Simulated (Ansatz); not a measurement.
# SnSe (Fm-3m) in Ansatz: further runs

Aim: see how the results for SnSe move with the level of theory and the settings. Levels: PBE+D3(BJ), PBE+D4, PBEsol+D3(BJ). Tasks: relaxation of cell and atoms.

Program: Ansatz 0.2.0. These are calculated values, not measurements. Logs are shortened: lines on timing, memory, paths and dates and some standing lists are left out, and cuts for length are marked.

## (1) Starting point

The structure is cubic, space group Fm-3m (No. 225). The conventional cell has a = 6.020 Å, b = 6.020 Å, c = 6.020 Å, α = 90.00°, β = 90.00°, γ = 90.00°. Sn (site symmetry m-3m) is surrounded by 6 Se at 3.01 Å. Se (site symmetry m-3m) is surrounded by 6 Sn at 3.01 Å.

Measurements of this composition are mostly on another form, of space group No. 62.

## (2) Relaxation of cell and atoms, PBE+D3(BJ)

File input.yaml:

```yaml
crystal:
  lattice:
    - [0.0, 3.01, 3.01]
    - [3.01, 0.0, 3.01]
    - [3.01, 3.01, 0.0]
  atoms:
    - { symbol: Sn, position: [0.0, 0.0, 0.0] }
    - { symbol: Se, position: [0.5, 0.5, 0.5] }
hamiltonian:
  xc: pbe
  pseudopotentials: { kind: paw }
  dispersion: d3bj
kpoints:
  mp_grid: { grid: [8, 8, 8] }
scf:
  occupations: { method: fermi_dirac, width: 0.05 }
output:
  forces: true
  stress: true
  write_density: true
  write_potential: true
  elf: true
  volumetric_format: npy
relax:
  f_tol: 0.01
  max_steps: 40
  cell: { stress_tol: 0.05 }
```

Potentials or basis: Ansatz PAW.

Run with:

```
$ ansatz run input.yaml --threads 2 --pin off --max-ram 5632MiB --backend cpu --events-out ev --progress --plain --runs-dir out
```

Output:

```text
Warning: RAYON_NUM_THREADS=2 ignored (pool sized by the plan → 2); use --threads N
Engine: ansatz 0.2.0, aarch64-unknown-linux-gnu
Pseudopotentials: kind: paw
Pseudopotential: Sn, paw, valence charge 14, recommended cutoff 420 eV (normal), Sn.paw.azcp
Pseudopotential: Se, paw, valence charge 16, recommended cutoff 420 eV (normal), Se.paw.azcp
Functional definition: PBE
  parameter kappa = 0.804
  parameter beta = 0.06672455060314922
  exchange = pbe_x(kappa = kappa, mu = beta*pi^2/3)
  correlation = pbe_c(beta = beta)
Crystal: 2 atoms, lattice volume = 54.542 Å³
Basis set: ecut = 420 eV, 1067 PW (Γ), exchange–correlation on 60×60×60 points (8 copies of the dense FFT grid, shifted against one another)
Bands: 19, of which v1, the nominal top of the filled ones, is band 15 counted from 1 (14 counted from 0)
Symmetry: 48 space group operations
Space group: Fm-3m (ITA 225), of the structure as read, at distance tolerance 3.8e-5 Å
k-points: 29 of 512
Non-local potential: Sn, projectors of the file, l = 0: 2, l = 1: 2, l = 2: 2, l = 3: 2
Non-local potential: Se, projectors of the file, l = 0: 2, l = 1: 2, l = 2: 3, l = 3: 1
PAW form: soft (Blöchl's): semilocal exchange-correlation on the pseudo side does not see the compensation charge
PAW one-centre angular grid: Sn, 590 points (default); XC on 64 Gauss nodes
PAW one-centre angular grid: Se, 590 points (default); XC on 64 Gauss nodes
Initial density: superposition of atomic densities (neutral atoms: chi_scale 0, normalization atom), corrected by the library's trained network
Initial wavefunctions: pseudopotential atomic-orbital guess
Functional: x = pbe(κ = 0.804, μ = 0.2195149727645171), c = pbe(β = 0.06672455060314922)
SCF iter   1: F=—  HF=-11494.869060 eV  |F-HF|=—  |Δ(HF+E_count)|=         —  Δρ=4.32e-4  dr2=4.46e-5  ethr=1.77e-3  ⟨swp⟩=5.9  Hψ=2651  notcnv=0
preconditioner: auto → none  [insulator: Δε(μ)=0.582 eV  Ē_g=17.403 eV  σ=0.050 eV  W_gap=0.99  n_scr=14 (ndim 8)  ℏωp=22.5 eV  f_vac=0.016  D(μ)=0.00/eV (n_scr^D=0)  ε∞_Penn≈2.7]
SCF iter   2: F=—  HF=-11494.868197 eV  |F-HF|=—  |Δ(HF+E_count)|=   8.63e-4  Δρ=3.38e-4  dr2=3.89e-5  ethr=1.49e-7  ⟨swp⟩=3.0  Hψ=1313  notcnv=0
SCF iter   3: F=—  HF=-11494.868200 eV  |F-HF|=—  |Δ(HF+E_count)|=   3.31e-6  Δρ=1.95e-4  dr2=1.05e-5  ethr=1.30e-7  ⟨swp⟩=2.8  Hψ=1107  notcnv=0
SCF iter   4: F=—  HF=-11494.868221 eV  |F-HF|=—  |Δ(HF+E_count)|=   2.03e-5  Δρ=6.03e-5  dr2=1.19e-6  ethr=3.51e-8  ⟨swp⟩=2.0  Hψ=987  notcnv=0
SCF iter   5: F=—  HF=-11494.868223 eV  |F-HF|=—  |Δ(HF+E_count)|=   2.46e-6  Δρ=2.99e-5  dr2=4.50e-7  ethr=3.96e-9  ⟨swp⟩=2.2  Hψ=747  notcnv=0
SCF iter   6: F=-11494.868223 eV  HF=-11494.868223 eV  |F-HF|=3.05e-8  |Δ(HF+E_count)|=   3.58e-7  Δρ=6.25e-6  dr2=1.88e-8  ethr=3.33e-10  ⟨swp⟩=6.2  Hψ=3498  notcnv=0
SCF 1 converged in 6 iterations: F = -11494.868223 eV  dr2 = 1.88e-8
relax step   1: F+E_penalty+E_count = -11494.86822277 eV  Δ(F+E_penalty+E_count) = +0.000e0 eV  max|allowed force component| = 1.709e-29 eV/Å  Δτ_max = 0.0000 Å  P = -1.211 GPa  Ω = 54.542 Å³  (6 SCF iters, dr2 threshold 1.00e-7 eV, accepted)
Crystal: 2 atoms, lattice volume = 52.723 Å³
Basis set: ecut = 420 eV, 965 PW (Γ), exchange–correlation on 60×60×60 points (8 copies of the dense FFT grid, shifted against one another)
Initial density: handed on by an earlier stage of this run
Initial wavefunctions: those handed on with the density
iter 1 solved again at ethr=6.30e-6 eV; its pass at ethr=3.10e-3 eV (dr2=1.89e-3 eV) is discarded
SCF iter   1: F=—  HF=-11494.873008 eV  |F-HF|=—  |Δ(HF+E_count)|=         —  Δρ=1.25e-3  dr2=1.81e-3  ethr=6.30e-6  ⟨swp⟩=1.3  Hψ=3161  notcnv=0
preconditioner: auto → none  [insulator: Δε(μ)=0.723 eV  Ē_g=17.539 eV  σ=0.050 eV  W_gap=1.00  n_scr=14 (ndim 8)  ℏωp=22.9 eV  f_vac=0.010  D(μ)=0.00/eV (n_scr^D=0)  ε∞_Penn≈2.7]
SCF iter   2: F=—  HF=-11494.872532 eV  |F-HF|=—  |Δ(HF+E_count)|=   4.77e-4  Δρ=5.32e-4  dr2=2.24e-4  ethr=6.04e-6  ⟨swp⟩=2.0  Hψ=751  notcnv=0
SCF iter   3: F=—  HF=-11494.872480 eV  |F-HF|=—  |Δ(HF+E_count)|=   5.16e-5  Δρ=2.16e-4  dr2=2.94e-5  ethr=7.45e-7  ⟨swp⟩=2.4  Hψ=922  notcnv=0
SCF iter   4: F=—  HF=-11494.872485 eV  |F-HF|=—  |Δ(HF+E_count)|=   5.60e-6  Δρ=4.75e-5  dr2=1.55e-6  ethr=9.81e-8  ⟨swp⟩=2.6  Hψ=858  notcnv=0
SCF iter   5: F=-11494.872486 eV  HF=-11494.872486 eV  |F-HF|=3.42e-8  |Δ(HF+E_count)|=   1.04e-7  Δρ=1.08e-5  dr2=3.15e-8  ethr=6.67e-10  ⟨swp⟩=8.7  Hψ=4279  notcnv=0
SCF 2 converged in 5 iterations: F = -11494.872486 eV  dr2 = 3.15e-8
relax step   2: F+E_penalty+E_count = -11494.87248562 eV  Δ(F+E_penalty+E_count) = -4.263e-3 eV  max|allowed force component| = 3.616e-30 eV/Å  Δτ_max = 0.0000 Å  P = +0.561 GPa  Ω = 52.723 Å³  energy of the carried Pulay correction = +2.623e-4 eV  (5 SCF iters, dr2 threshold 2.00e-7 eV, accepted)
Crystal: 2 atoms, lattice volume = 53.286 Å³
Basis set: ecut = 420 eV, 1037 PW (Γ), exchange–correlation on 60×60×60 points (8 copies of the dense FFT grid, shifted against one another)
iter 1 solved again at ethr=1.06e-6 eV; its pass at ethr=3.10e-3 eV (dr2=3.17e-4 eV) is discarded
SCF iter   1: F=—  HF=-11494.873391 eV  |F-HF|=—  |Δ(HF+E_count)|=         —  Δρ=3.94e-4  dr2=1.83e-4  ethr=1.06e-6  ⟨swp⟩=2.0  Hψ=3111  notcnv=0
preconditioner: auto → none  [insulator: Δε(μ)=0.683 eV  Ē_g=17.477 eV  σ=0.050 eV  W_gap=1.00  n_scr=14 (ndim 8)  ℏωp=22.7 eV  f_vac=0.016  D(μ)=0.00/eV (n_scr^D=0)  ε∞_Penn≈2.7]
SCF iter   2: F=—  HF=-11494.873344 eV  |F-HF|=—  |Δ(HF+E_count)|=   4.67e-5  Δρ=1.72e-4  dr2=2.36e-5  ethr=6.10e-7  ⟨swp⟩=2.0  Hψ=683  notcnv=0
SCF iter   3: F=—  HF=-11494.873339 eV  |F-HF|=—  |Δ(HF+E_count)|=   5.72e-6  Δρ=6.82e-5  dr2=2.99e-6  ethr=7.87e-8  ⟨swp⟩=2.3  Hψ=943  notcnv=0
SCF iter   4: F=-11494.873339 eV  HF=-11494.873339 eV  |F-HF|=2.29e-8  |Δ(HF+E_count)|=   4.47e-7  Δρ=1.37e-5  dr2=1.32e-7  ethr=6.67e-10  ⟨swp⟩=6.5  Hψ=3420  notcnv=0
SCF 3 converged in 4 iterations: F = -11494.873339 eV  dr2 = 1.32e-7
relax step   3: F+E_penalty+E_count = -11494.87333914 eV  Δ(F+E_penalty+E_count) = -8.535e-4 eV  max|allowed force component| = 8.612e-30 eV/Å  Δτ_max = 0.0000 Å  P = -0.023 GPa  Ω = 53.286 Å³  energy of the carried Pulay correction = +1.802e-4 eV  (4 SCF iters, dr2 threshold 2.00e-7 eV, accepted)
Initial wavefunctions: pseudopotential atomic-orbital guess (no wavefunctions were taken with the density)
iter 1 solved again at ethr=7.50e-8 eV; its pass at ethr=3.10e-3 eV (dr2=2.25e-5 eV) is discarded
SCF iter   1: F=—  HF=-11494.873154 eV  |F-HF|=—  |Δ(HF+E_count)|=         —  Δρ=1.91e-5  dr2=1.42e-7  ethr=7.50e-8  ⟨swp⟩=3.0  Hψ=4224  notcnv=0
preconditioner: auto → none  [insulator: Δε(μ)=0.685 eV  Ē_g=17.483 eV  σ=0.050 eV  W_gap=1.00  n_scr=14 (ndim 8)  ℏωp=22.7 eV  f_vac=0.015  D(μ)=0.00/eV (n_scr^D=0)  ε∞_Penn≈2.7]
SCF iter   2: F=—  HF=-11494.873155 eV  |F-HF|=—  |Δ(HF+E_count)|=   1.19e-6  Δρ=9.56e-6  dr2=3.26e-8  ethr=4.74e-10  ⟨swp⟩=2.2  Hψ=779  notcnv=0
SCF iter   3: F=—  HF=-11494.873155 eV  |F-HF|=—  |Δ(HF+E_count)|=   4.45e-8  Δρ=2.66e-6  dr2=8.16e-9  ethr=1.09e-10  ⟨swp⟩=3.0  Hψ=998  notcnv=0
SCF iter   4: F=—  HF=-11494.873155 eV  |F-HF|=—  |Δ(HF+E_count)|=   2.85e-9  Δρ=7.89e-7  dr2=1.64e-10  ethr=2.72e-11  ⟨swp⟩=2.0  Hψ=986  notcnv=0
SCF iter   5: F=-11494.873155 eV  HF=-11494.873155 eV  |F-HF|=9.09e-12  |Δ(HF+E_count)|=  1.26e-10  Δρ=1.29e-7  dr2=5.50e-12  ethr=1.00e-12  ⟨swp⟩=6.3  Hψ=2417  notcnv=0
SCF 4 converged in 5 iterations: F = -11494.873155 eV  dr2 = 5.50e-12
relax step   4: F+E_penalty+E_count = -11494.87315500 eV  Δ(F+E_penalty+E_count) = +1.841e-4 eV  max|allowed force component| = 6.492e-31 eV/Å  Δτ_max = 0.0000 Å  P = -0.023 GPa  Ω = 53.286 Å³  stress off target by 2.28e-2 GPa  SCF on the basis re-selected at this cell (its energy is not comparable with the rows above)  (5 SCF iters)
basis re-selected at this cell: Δ(F+E_penalty+E_count) = +1.841e-4 eV, ΔP = +0.000 GPa vs the last step (what re-selecting the basis moved, of the pressure what is left beyond the Pulay correction that the steps carried, after the strain that the cell walked since its last selection, with what the two solves' SCF thresholds leave and, on support functions, any second-order correction that the steps lacked; it is no measure of the basis error at this ecutwfc). This SCF's stress stands 2.28e-2 GPa from its target on what of the cell is left free (relax.cell.stress_tol is 5.00e-2 GPa) and its largest allowed force component is 6.49e-31 eV/Å (relax.f_tol is 1.00e-2 eV/Å): within both
SCF converged after 5 iterations
Free energy (F): -11494.873155 eV
Harris-Foulkes:  -11494.873155 eV  (|F-HF|=9.09e-12)
Internal energy: -11494.873120 eV  (E = F + TS)
E sigma→0 (E₀):  -11494.873137 eV
Entropy (-TS):   -0.000035 eV (-0.018 meV/atom)
Fermi energy:    9.710400 eV
--- Per-component energies (eV) ---
  E_band       = -467.466717
  E_kinetic    = 303.808027
  E_local      = -3285.535902  (includes V_loc(G=0)·N_el)
  E_nonlocal   = -628.510226
  E_hartree    = 1734.257657
  E_xc         = -487.909321
  E_vxc        = -195.265513  (∫ρ·V_xc dr)
  E_paw        = -6043.998742  (= ΣΔE_a)
  E_vpaw       = -130.477745  (= ΣTr[D̂ρ^β])
  E_aug_tail   = -0.000628  (compensation charges beyond the density's cutoff)
  E_ewald      = -3086.260053
  E_disp       = -0.723932  (pairwise vdW)
  E_smearing   = -0.000035  (= −TS)
  E_closure    = 0.000000  (closes the sum)
  Σ components = -11494.873155   (vs F -11494.873155, Δ=0.00e0)
--- Forces (eV/Å), atoms counted from 1 ---
  atom   1  Sn    -0.00000000     0.00000000    -0.00000000
  atom   2  Se     0.00000000    -0.00000000    -0.00000000
  max |Σ_I F_I| component: 1.30e-30 eV/Å
--- Stress (GPa, compression-positive) ---
       -0.022772      -0.000000      -0.000000
       -0.000000      -0.022772      -0.000000
       -0.000000       0.000000      -0.022772
  P = ⅓ Tr σ = -0.0228 GPa (-0.228 kbar)
--- Band table (eV; the first three rows and the last of 29) ---
  k-point 0: bands = ["-38.3123", "-38.3123", "-38.3105", "-38.3105", "-38.3105", "-12.1837", "-12.1837", "-12.1837", "-12.1822", "-12.1822", "-4.6082", "4.4305", "7.1637", "7.1637", "7.1637", "13.8290", "13.8290", "13.8290", "15.2651"]
  k-point 1: bands = ["-38.3123", "-38.3123", "-38.3105", "-38.3105", "-38.3105", "-12.1839", "-12.1839", "-12.1833", "-12.1812", "-12.1812", "-4.4942", "3.7959", "7.1835", "7.1835", "7.6688", "12.9275", "13.0646", "13.0646", "15.2628"]
  k-point 2: bands = ["-38.3123", "-38.3123", "-38.3105", "-38.3105", "-38.3105", "-12.1870", "-12.1870", "-12.1824", "-12.1763", "-12.1763", "-4.1863", "2.6462", "7.2508", "7.2508", "8.4567", "11.6193", "11.8807", "11.8807", "15.5761"]
  k-point 28: bands = ["-38.3123", "-38.3122", "-38.3104", "-38.3104", "-38.3103", "-12.2043", "-12.1813", "-12.1779", "-12.1779", "-12.1644", "-3.2986", "2.4492", "4.5767", "4.5767", "8.6189", "10.9355", "14.2352", "14.2352", "16.7335"]
--- Relaxed structure (3 steps of the walk, 3 accepted, 1 SCFs on fresh bases) ---
  F+E_penalty+E_count = -11494.87315500 eV   max|allowed force component| = 6.492e-31 eV/Å   (the final SCF, on the basis selected at the relaxed cell)
  cell:  # Å, volume = 53.2858 Å³
    - [-6.496599341941876e-34, 2.9867158511120935, 2.9867158511120935]
    - [2.9867158511120935, -2.8024546180925743e-34, 2.9867158511120935]
    - [2.9867158511120935, 2.9867158511120935, -3.694144723849303e-34]
  atoms:
    - { symbol: Sn, position: [5.998535956374155e-36, -5.332031961225807e-36, -1.1330567917580945e-35] }
    - { symbol: Se, position: [0.5, 0.5, 0.5] }
```

It took 4.1 s on 2 threads of Arm Neoverse V1, shared host; peak memory 0.35 GiB.

Results:

```yaml
Free_energy: -11494.8732 eV
Relaxed_volume: 26.64 Å³/atom
Relaxed_cell: a = 4.224 Å, b = 4.224 Å, c = 4.224 Å, α = 60.00°, β = 60.00°, γ = 60.00°
Space_group_after_relaxing_to_0.05_Å: Fm-3m (No. 225)
Energy_gained_by_relaxing: 2.5 meV/atom
Ionic_steps: 4
Pressure_after_relaxing: 0.0 GPa
Band_gap_on_the_k_mesh: 0.69 eV, direct
```

Step by step:
```tsv
step	energy change (eV)	largest force (eV/Å)	volume (Å³)
1	0.0000	0.0000	54.54
2	-0.0043	0.0000	52.72
3	-0.0051	0.0000	53.29
4	-0.0049	0.0000	53.29
```

Final structure:
```
Sn Se
1.0
     0.00000    2.98672    2.98672
     2.98672    0.00000    2.98672
     2.98672    2.98672    0.00000
Sn Se
1 1
Direct
  0.00000 0.00000 0.00000
  0.50000 0.50000 0.50000
```

Caveat: the plane-wave basis is chosen anew once the cell has moved, so the energies of steps on either side of that aren't comparable; spin-orbit coupling is left out, which moves the levels of the heavy elements.

## (3) Relaxation of cell and atoms, PBE+D4

input.yaml: that of step 2 with these lines changed.

```diff
@@ -11,3 +11,3 @@
   pseudopotentials: { kind: paw }
-  dispersion: d3bj
+  dispersion: d4
 kpoints:
@@ -19,6 +19,2 @@
   stress: true
-  write_density: true
-  write_potential: true
-  elf: true
-  volumetric_format: npy
 relax:
```

Potentials or basis: Ansatz PAW.

Run with:

```
$ ansatz run input.yaml --threads 2 --pin off --max-ram 5632MiB --backend cpu --events-out ev --progress --plain --runs-dir out
```

Run time: 4.3 s. Hardware: 2 threads of Arm Neoverse V1, shared host; peak memory 0.34 GiB.

It converged, with:

| Item | Value |
| --- | --- |
| Free energy | -11494.9429 eV |
| Relaxed volume | 26.62 Å³/atom |
| Relaxed cell | a = 4.222 Å, b = 4.222 Å, c = 4.222 Å, α = 60.00°, β = 60.00°, γ = 60.00° |
| Space group after relaxing (to 0.05 Å) | Fm-3m (No. 225) |
| Energy gained by relaxing | 2.6 meV/atom |
| Ionic steps | 4 |
| Pressure after relaxing | 0.0 GPa |
| Band gap on the k mesh | 0.69 eV |

The path:
```
step  energy change (eV)  largest force (eV/Å)  volume (Å³)
   1              0.0000                0.0000        54.54
   2             -0.0049                0.0000        52.78
   3             -0.0054                0.0000        53.23
   4             -0.0052                0.0000        53.23
```

Final structure:
```cif
data_structure
_symmetry_space_group_name_H-M 'P 1'
_symmetry_Int_Tables_number 1
_cell_length_a 4.2225
_cell_length_b 4.2225
_cell_length_c 4.2225
_cell_angle_alpha 60.000
_cell_angle_beta 60.000
_cell_angle_gamma 60.000
_cell_volume 53.23
loop_
_atom_site_label
_atom_site_type_symbol
_atom_site_fract_x
_atom_site_fract_y
_atom_site_fract_z
_atom_site_occupancy
Sn1 Sn 0.00000 0.00000 0.00000 1
Se1 Se 0.50000 0.50000 0.50000 1
```

Caveat: the plane-wave basis is chosen anew once the cell has moved, so the energies of steps on either side of that aren't comparable; spin-orbit coupling is left out, which moves the levels of the heavy elements.

## (4) Relaxation of cell and atoms, PBEsol+D3(BJ)

input.yaml: that of step 3 with these lines changed.

```diff
@@ -9,5 +9,5 @@
 hamiltonian:
-  xc: pbe
+  xc: pbesol
   pseudopotentials: { kind: paw }
-  dispersion: d4
+  dispersion: d3bj
 kpoints:
```

Potentials or basis: Ansatz PAW.

Run with:

```
$ ansatz run input.yaml --threads 2 --pin off --max-ram 5632MiB --backend cpu --events-out ev --progress --plain --runs-dir out
```

Output:

```text
Warning: RAYON_NUM_THREADS=2 ignored (pool sized by the plan → 2); use --threads N
[... 4 set-up lines as earlier in the session ...]
Functional definition: PBEsol
  exchange = pbesol_x
  correlation = pbesol_c
Crystal: 2 atoms, lattice volume = 54.542 Å³
Basis set: ecut = 420 eV, 1067 PW (Γ), exchange–correlation on 60×60×60 points (8 copies of the dense FFT grid, shifted against one another)
Bands: 19, of which v1, the nominal top of the filled ones, is band 15 counted from 1 (14 counted from 0)
[... 2 set-up lines as earlier in the session ...]
k-points: 29 of 512
[... 3 set-up lines as earlier in the session ...]
[... 79 lines left out ...]
--- Per-component energies (eV) ---
  E_band       = -451.389130
  E_kinetic    = 305.309858
  E_local      = -3204.294869  (includes V_loc(G=0)·N_el)
  E_nonlocal   = -623.505000
  E_hartree    = 1699.572848
  E_xc         = -484.185501
  E_vxc        = -196.713834  (∫ρ·V_xc dr)
  E_paw        = -5929.507783  (= ΣΔE_a)
  E_vpaw       = -131.330395  (= ΣTr[D̂ρ^β])
  E_aug_tail   = -0.000592  (compensation charges beyond the density's cutoff)
  E_ewald      = -3139.531828
  E_disp       = -0.710856  (pairwise vdW)
  E_core_change = 1.293290  (= ΣΔE_core)
  E_smearing   = -0.000049  (= −TS)
  E_closure    = 0.000000  (closes the sum)
  Σ components = -11375.560481   (vs F -11375.560481, Δ=0.00e0)
--- Forces (eV/Å), atoms counted from 1 ---
  atom   1  Sn    -0.00000000     0.00000000     0.00000000
  atom   2  Se     0.00000000    -0.00000000     0.00000000
  max |Σ_I F_I| component: 8.02e-30 eV/Å
--- Stress (GPa, compression-positive) ---
       -0.019311      -0.000000      -0.000000
       -0.000000      -0.019311       0.000000
       -0.000000      -0.000000      -0.019311
  P = ⅓ Tr σ = -0.0193 GPa (-0.193 kbar)
--- Relaxed structure (4 steps of the walk, 4 accepted, 1 SCFs on fresh bases) ---
  F+E_penalty+E_count = -11375.56048084 eV   max|allowed force component| = 4.404e-30 eV/Å   (the final SCF, on the basis selected at the relaxed cell)
  cell:  # Å, volume = 50.6191 Å³
    - [-1.401227309046287e-33, 2.9360370670858225, 2.9360370670858225]
    - [2.9360370670858225, -8.662132455922502e-34, 2.9360370670858225]
    - [2.9360370670858225, 2.9360370670858225, -7.643058049343383e-35]
  atoms:
    - { symbol: Sn, position: [7.998047941829889e-36, -2.132812784484171e-35, -2.1328127844844137e-35] }
    - { symbol: Se, position: [0.5, 0.5, 0.5] }
```

It took 4.5 s on 2 threads of Arm Neoverse V1, shared host; peak memory 0.34 GiB.

Results:

```yaml
Free_energy: -11375.5605 eV
Relaxed_volume: 25.31 Å³/atom
Relaxed_cell: a = 4.152 Å, b = 4.152 Å, c = 4.152 Å, α = 60.00°, β = 60.00°, γ = 60.00°
Space_group_after_relaxing_to_0.05_Å: Fm-3m (No. 225)
Energy_gained_by_relaxing: 25.6 meV/atom
Ionic_steps: 5
Pressure_after_relaxing: 0.0 GPa
Band_gap_on_the_k_mesh: 0.74 eV
```

The path:
```
step  energy change (eV)  largest force (eV/Å)  volume (Å³)
   1              0.0000                0.0000        54.54
   2             -0.0396                0.0000        48.84
   3             -0.0515                0.0000        50.84
   4             -0.0518                0.0000        50.62
   5             -0.0512                0.0000        50.62
```

Final structure:
```
Sn Se
1.0
     0.00000    2.93604    2.93604
     2.93604    0.00000    2.93604
     2.93604    2.93604    0.00000
Sn Se
1 1
Direct
  0.00000 0.00000 0.00000
  0.50000 0.50000 0.50000
```

Caveat: the plane-wave basis is chosen anew once the cell has moved, so the energies of steps on either side of that aren't comparable; spin-orbit coupling is left out, which moves the levels of the heavy elements; the PAW data sets come from PBE, with cores solved anew for the run's functional, which leaves a small shift of forces and pressure. A k mesh can miss the band edges.

## (5) Overview

```tsv
level	gap on the mesh (eV)	pressure (GPa)	relaxed volume (Å³/atom)
PBE+D3(BJ)	0.69	0.0	26.64
PBE+D4	0.69	0.0	26.62
PBEsol+D3(BJ)	0.74	0.0	25.31
```

Alike in all rows: task relaxation of cell and atoms; potentials or basis Ansatz PAW; no spin polarisation; cell relaxed; k mesh 8 × 8 × 8; cutoff (eV) 420; smearing fermi-dirac 0.05 eV.

Caveats: the plane-wave basis is chosen anew once the cell has moved, so the energies of steps on either side of that aren't comparable; spin-orbit coupling is left out, which moves the levels of the heavy elements; the PAW data sets come from PBE, with cores solved anew for the run's functional, which leaves a small shift of forces and pressure (some runs).

Total energies depend on the potentials used, so only differences within one code and one set of settings carry meaning.
